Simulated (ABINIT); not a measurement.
# Ir (Fm-3m) in ABINIT: notebook, part 2 of 2

ABINIT 10.8.3 (patched build). The steps go on from the part before.

## (5) Equation of state, PBE

File run.abi:

```
ndtset 7
getwfk -1
scalecart1 3*0.9795861087
scalecart2 3*0.9864848297
scalecart3 3*0.9932883884
scalecart4 3*1.0000000000
scalecart5 3*1.0066227096
scalecart6 3*1.0131594038
scalecart7 3*1.0196128224

pp_dirpath "./"
pseudos "Ir.GGA_PBE-JTH.xml"

acell 3*1.0 Angstrom
rprim
     0.0000000000     1.9156000000     1.9156000000
     1.9156000000     0.0000000000     1.9156000000
     1.9156000000     1.9156000000     0.0000000000
ntypat 1
znucl 77
natom 1
typat 1
xred
     0.0000000000     0.0000000000     0.0000000000

ecut 23.0
pawecutdg 45.0

kptopt 1
ngkpt 12 12 12
nshiftk 1
shiftk 0.0 0.0 0.0

ixc 11

nband 12
occopt 3
tsmear 0.05 eV

nstep 100
tolvrs 1.0e-9

iomode 3
prtwf 1
prtden 0
prteig 0
prtebands 0
enunit 2
```

Potentials or basis: JTH PAW PBE v2.0.

Run with:

```bash
> abinit run.abi > log 2>&1
```

run.abo:

```text
.Version 10.8.3 of ABINIT
 DATASET    1 : space group Fm -3 m (#225); Bravais cF (face-center cubic)
================================================================================
 Values of the parameters that define the memory need for DATASET  1.
     intxc =       0    ionmov =       0      iscf =      17    lmnmax =      18
     lnmax =       6     mgfft =      24  mpssoang =       3    mqgrid =    3001
     natom =       1  nloc_mem =       2    nspden =       1   nspinor =       1
    nsppol =       1      nsym =      48    n1xccc =       1    ntypat =       1
    occopt =       3   xclevel =       2
       mpw =         495          nfft =       13824          nkpt =          72
 PAW method is used; the additional fine FFT grid is defined by:
   mgfftf=        32    nfftf =     32768
================================================================================
================================================================================
[... 71 lines left out ...]
 DATASET    7 : space group Fm -3 m (#225); Bravais cF (face-center cubic)
[... 1404 lines left out ...]
            fcart6    -0.0000000000E+00 -0.0000000000E+00 -0.0000000000E+00
            fcart7    -0.0000000000E+00 -0.0000000000E+00 -0.0000000000E+00
            rprim1     0.0000000000E+00  1.8764951498E+00  1.8764951498E+00
                       1.8764951498E+00  0.0000000000E+00  1.8764951498E+00
                       1.8764951498E+00  1.8764951498E+00  0.0000000000E+00
[... 17 lines left out ...]
                       1.9531703226E+00  1.9531703226E+00  0.0000000000E+00
           strten1    -1.3701287927E-03 -1.3701287927E-03 -1.3701287927E-03
                       0.0000000000E+00  0.0000000000E+00  0.0000000000E+00
           strten2    -9.9817823324E-04 -9.9817823324E-04 -9.9817823324E-04
                       0.0000000000E+00  0.0000000000E+00  0.0000000000E+00
           strten3    -6.6988809654E-04 -6.6988809654E-04 -6.6988809654E-04
                       0.0000000000E+00  0.0000000000E+00  0.0000000000E+00
           strten4    -3.7565864108E-04 -3.7565864108E-04 -3.7565864108E-04
                       0.0000000000E+00  0.0000000000E+00  0.0000000000E+00
           strten5    -1.0932271874E-04 -1.0932271874E-04 -1.0932271874E-04
                       0.0000000000E+00  0.0000000000E+00  0.0000000000E+00
           strten6     1.1992771233E-04  1.1992771233E-04  1.1992771233E-04
                       0.0000000000E+00  0.0000000000E+00  0.0000000000E+00
           strten7     3.2545432035E-04  3.2545432035E-04  3.2545432035E-04
                       0.0000000000E+00  0.0000000000E+00  0.0000000000E+00
 Calculation completed.
```

It took 78 s on 1 thread of Arm Neoverse V1, shared host; peak memory 0.14 GiB.

Results:

- Equilibrium volume: 14.47 Å³/atom
- Bulk modulus: 354 GPa
- Pressure derivative of the bulk modulus: 5.0

Energy against volume, from the lowest point:
```csv
volume (Å³/atom),energy (meV/atom)
13.215,143.33
13.496,82.31
13.778,39.36
14.059,12.43
14.340,0.00
14.621,0.35
14.902,11.87
```

Caveat: pressures at fixed basis lie under the slope of the energies; the atomic spheres overlap. Zero-point motion and thermal expansion aren't in these numbers.

## (6) Equation of state, SOGGA

File run.abi:

```
# Datasets: one volume each
ndtset 7
getwfk -1
scalecart1 3*0.9795861087
scalecart2 3*0.9864848297
scalecart3 3*0.9932883884
scalecart4 3*1.0000000000
scalecart5 3*1.0066227096
scalecart6 3*1.0131594038
scalecart7 3*1.0196128224

# Pseudopotentials
pp_dirpath "./"
pseudos "Ir.GGA_PBE-JTH.xml"

# Structure
acell 2.7090675001 2.7090675001 2.7090675001 Angstrom
rprim
     0.0000000000     0.7071067812     0.7071067812
     0.7071067812     0.0000000000     0.7071067812
     0.7071067812     0.7071067812     0.0000000000
ntypat 1
znucl 77
natom 1
typat 1
xred
     0.0000000000     0.0000000000     0.0000000000

# Plane-wave basis
ecut 462.593566 eV
pawecutdg 34.0

# k points
kptopt 1
ngkpt 12 12 12
nshiftk 1
shiftk 0.0 0.0 0.0

# Exchange and correlation
ixc -150130

# Bands and occupations
nband 12
occopt 3
tsmear 0.05 eV

# SCF cycle
nstep 100
tolvrs 1.0e-9

# Output
iomode 3
prtwf 1
prtden 0
prteig 0
prtebands 0
enunit 2
```

Potentials or basis: JTH PAW PBE v2.0.

Run with:

```bash
> abinit run.abi > log 2>&1
```

run.abo:

```text
.Version 10.8.3 of ABINIT
 DATASET    1 : space group Fm -3 m (#225); Bravais cF (face-center cubic)
================================================================================
 Values of the parameters that define the memory need for DATASET  1.
     intxc =       0    ionmov =       0      iscf =      17    lmnmax =      18
     lnmax =       6     mgfft =      20  mpssoang =       3    mqgrid =    3001
     natom =       1  nloc_mem =       2    nspden =       1   nspinor =       1
    nsppol =       1      nsym =      48    n1xccc =       1    ntypat =       1
    occopt =       3   xclevel =       2
       mpw =         310          nfft =        8000          nkpt =          72
 PAW method is used; the additional fine FFT grid is defined by:
   mgfftf=        30    nfftf =     27000
================================================================================
================================================================================
[... 71 lines left out ...]
 DATASET    7 : space group Fm -3 m (#225); Bravais cF (face-center cubic)
[... 1403 lines left out ...]
            fcart6    -0.0000000000E+00 -0.0000000000E+00 -0.0000000000E+00
            fcart7    -0.0000000000E+00 -0.0000000000E+00 -0.0000000000E+00
            rprim1     0.0000000000E+00  6.9267198023E-01  6.9267198023E-01
                       6.9267198023E-01  0.0000000000E+00  6.9267198023E-01
                       6.9267198023E-01  6.9267198023E-01  0.0000000000E+00
[... 17 lines left out ...]
                       7.2097514092E-01  7.2097514092E-01  0.0000000000E+00
           strten1    -8.1764637733E-04 -8.1764637733E-04 -8.1764637733E-04
                       0.0000000000E+00  0.0000000000E+00  0.0000000000E+00
           strten2    -4.5798253096E-04 -4.5798253096E-04 -4.5798253096E-04
                       0.0000000000E+00  0.0000000000E+00  0.0000000000E+00
           strten3    -1.4272282807E-04 -1.4272282807E-04 -1.4272282807E-04
                       0.0000000000E+00  0.0000000000E+00  0.0000000000E+00
           strten4     1.3562528379E-04  1.3562528379E-04  1.3562528379E-04
                       0.0000000000E+00  0.0000000000E+00  0.0000000000E+00
           strten5     3.8311004816E-04  3.8311004816E-04  3.8311004816E-04
                       0.0000000000E+00  0.0000000000E+00  0.0000000000E+00
           strten6     6.0389098103E-04  6.0389098103E-04  6.0389098103E-04
                       0.0000000000E+00  0.0000000000E+00  0.0000000000E+00
           strten7     7.9430862383E-04  7.9430862383E-04  7.9430862383E-04
                       0.0000000000E+00  0.0000000000E+00  0.0000000000E+00
 Calculation completed.
```

Run time: 65 s. Hardware: 1 thread of Arm Neoverse V1, shared host; peak memory 0.13 GiB.

Results:

```
Equilibrium volume                      : 13.93 Å³/atom
Bulk modulus                            : 406 GPa
Pressure derivative of the bulk modulus : 5.0
```

Energy against volume, from the lowest point:
```csv
volume (Å³/atom),energy (meV/atom)
13.215,49.43
13.496,16.22
13.778,0.47
14.059,0.00
14.340,13.10
14.621,38.35
14.902,74.16
```

Caveat: pressures at fixed basis lie under the slope of the energies; the PAW data sets were made with another functional, which shifts forces and pressure a little; the atomic spheres overlap.

## (7) Overview

| task | level | spin | cutoff (eV) | fine-grid cutoff | gap on the mesh (eV) | pressure (GPa) | V0 of scaled cells (Å³/atom) | B0 (GPa) |
| --- | --- | --- | --- | --- | --- | --- | --- | --- |
| band structure | HCTH407 | off | 463 | 925.187 eV | none | -4.7 | - | - |
| band structure | SOGGA | off | 463 | 925.187 eV | none | -4.0 | - | - |
| band structure | AM05 | SOC, no magnetisation | 463 | 925.187 eV | none | -1.2 | - | - |
| equation of state | PBE | off | 626 | 1224.51 eV | - | - | 14.47 | 354 |
| equation of state | SOGGA | off | 463 | 925.187 eV | - | - | 13.93 | 406 |

Alike in all rows: potentials or basis JTH PAW PBE v2.0; cell as given; k mesh 12 × 12 × 12; smearing fermi-dirac 0.05 eV.

The pressure there spans -4.7 GPa (HCTH407) to -1.2 GPa (AM05); a positive pressure means that this level wants a larger cell, a negative one a smaller.

Caveats: the PAW data sets were made with another functional, which shifts forces and pressure a little (some runs); spin-orbit coupling is left out, which moves the levels of the heavy elements (some runs); pressures at fixed basis lie under the slope of the energies (some runs); the atomic spheres overlap (some runs).

Total energies depend on the potentials used, so only differences within one code and one set of settings carry meaning.
